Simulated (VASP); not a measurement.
Here is a VASP 6.6.1 calculation.

Contents of POSCAR:

```
Ru
1.0
    2.4209327485      0.0000000000      0.0000000000
    0.0000000000      2.4209327485      0.0000000000
    0.0000000000      0.0000000000      2.4209327485
Ru
1
Direct
    0.0000000000      0.0000000000      0.0000000000
```

The input INCAR.step1:

```
SYSTEM = Ru
ALGO     = Normal         ! electronic algorithm
EDIFF    = 1E-4           ! SCF threshold, eV
ENCUT    = 520            ! plane-wave cutoff, eV
GGA      = PE             ! functional
ISMEAR   = 0              ! smearing method
LASPH    = .True.         ! aspherical terms in the spheres
LCHARG   = .False.        ! write CHGCAR
LREAL    = .False.        ! projectors in reciprocal space
LWAVE    = .True.         ! write WAVECAR
NBANDS   = 13             ! bands
NELM     = 100            ! most SCF steps
PREC     = Accurate       ! precision mode
SIGMA    = 0.1            ! smearing width, eV
```

Contents of INCAR.step2:

```
SYSTEM = Ru
ALGO     = Normal         ! electronic algorithm
EDIFF    = 1E-6           ! SCF threshold, eV
ENCUT    = 520            ! plane-wave cutoff, eV
ISIF     = 2              ! what is computed and relaxed
ISMEAR   = 0              ! smearing method
ISTART   = 1            
LASPH    = .True.         ! aspherical terms in the spheres
LCHARG   = .False.        ! write CHGCAR
LMIXTAU  = .True.       
LREAL    = .False.        ! projectors in reciprocal space
LWAVE    = .False.        ! write WAVECAR
METAGGA  = R2SCAN         ! meta-GGA
NBANDS   = 13             ! bands
NELM     = 100            ! most SCF steps
PREC     = Accurate       ! precision mode
SIGMA    = 0.1            ! smearing width, eV
```

File KPOINTS:

```
k-points
0
Gamma
  8 8 8
  0 0 0
```

Potentials or basis: VASP PAW PBE potentials, release 64 (Ru_pv).

Run with:

```sh
$ cat potpaw_PBE.64/Ru_pv/POTCAR > POTCAR
$ cp INCAR.step1 INCAR
$ mpirun -np 1 vasp_std > vasp.out
$ cp INCAR.step2 INCAR
$ mpirun -np 1 vasp_std > vasp.out
```

Q: Estimate the pressure.

A: 27.0 GPa.

Q: Predict the band gap on the k mesh.

A: None (metal or under the smearing width).

Caveat: so large a pressure means that the cell lies far from this level's equilibrium, or that cutoff or potentials fall short; the potentials were made for another functional, which shifts forces and pressure.
